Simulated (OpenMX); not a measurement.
# CuO under changes of volume

One of the cells (9.643 Å³/atom); the others are scaled copies at fixed shape and fractional positions:

```
CELL_PARAMETERS angstrom
2.83633 0.00000 0.00000
-1.41816 2.45633 0.00000
0.00000 0.00000 2.76811
ATOMIC_POSITIONS crystal
Cu 0.00000 0.00000 0.00000
O 0.66667 0.33333 0.50000
```

Measurements of this composition are mostly on another form, of space group No. 15.

```yaml
Program: OpenMX 3.8.5
Functional: PBE
Potentials_or_basis: OpenMX 2013 PBE set, Cu6.0H-s2p2d1, O6.0-s2p2, fixed grid of 32 × 32 × 36 points
k_mesh: 11 × 11 × 11
Occupations: fermi-dirac, width 0.05 eV
Spin: no spin polarisation
```

```tsv
volume (Å³/atom)	energy over the lowest point (meV/atom)	largest force (eV/Å)
9.064	35.72	0.015
9.257	18.95	0.013
9.450	?	?
9.643	1.63	0.012
9.836	0.00	0.011
10.028	2.49	0.010
10.221	8.55	0.010
```

What does the run at 9.450 Å³/atom give?

Energy over the lowest point 7.80 meV/atom; largest force 0.013 eV/Å.

Worked out: A Birch-Murnaghan fit of order 3 (a polynomial in V^(-2/3)) to the other rows has its minimum at 9.81 Å³/atom with B0 = V·E''(V) = 174 GPa and B' = 4.4 at fixed shape and positions, which overstates the stiffness. It gives 7.77 meV/atom at 9.450 Å³/atom, against the run's 7.80.

Energies are extrapolated to zero smearing.

Caveats: the transition metal has a single d function, too few for pressures, volumes and moments; the basis of atomic orbitals isn't converged, which shifts pressures, moduli and gaps; an odd number of electrons without spin polarisation forces a metal; a magnetic or distorted state may lie lower; the run has no spin polarisation, though such a crystal can be magnetic.
